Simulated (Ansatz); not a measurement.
## Stress against strain in CdS

```xyz
2
Lattice="0.0000 2.9430 2.9430 2.9430 0.0000 2.9430 2.9430 2.9430 0.0000" Properties=species:S:1:pos:R:3 pbc="T T T"
Cd    0.0000    0.0000    0.0000
S     4.4144    4.4144    4.4144
```

Atoms are numbered in the order listed.

The cell is the one relaxed in the Materials Project (mp-2469), not relaxed further here; entries there can be hypothetical.

Level of theory: DFT, PBE, all-electron LAPW, scalar-relativistic (Ansatz 0.2.0).

The runs use a Γ-centred 7×7×7 k mesh, Fermi–Dirac smearing of 0.02 eV, basis error target 0.5 meV/atom, no spin polarisation.

The strain is applied along the Cartesian axes of the cell as listed (γ is the engineering shear, twice εxy = εyz = εzx). Fractional coordinates are held (clamped ions).

σ is the change of stress from the unstrained cell, which is at 1.19 GPa; tension is positive, so slopes are stress–strain coefficients at that pressure.

Only quantities that a quadratic follows smoothly over the whole series are listed; rougher ones are left out.

```tsv
γ	σxy (GPa)
-0.0300	-1.61
-0.0200	-1.04
0.0000	0.00
0.0100	0.48
0.0200	0.94
0.0300	1.37
```

Question: Fit the series and read off the stiffness at zero strain.

Answer: Least-squares fits y = p0 + p1 x + p2 x² to the rows give σxy (GPa): p1 = 49.6, p2 = -130. So C44 (clamped ions) = 50 GPa.

Question: One run, at γ = -0.0100, is withheld. Predict its row.

Answer: The fits give -0.51; the run gave -0.51.
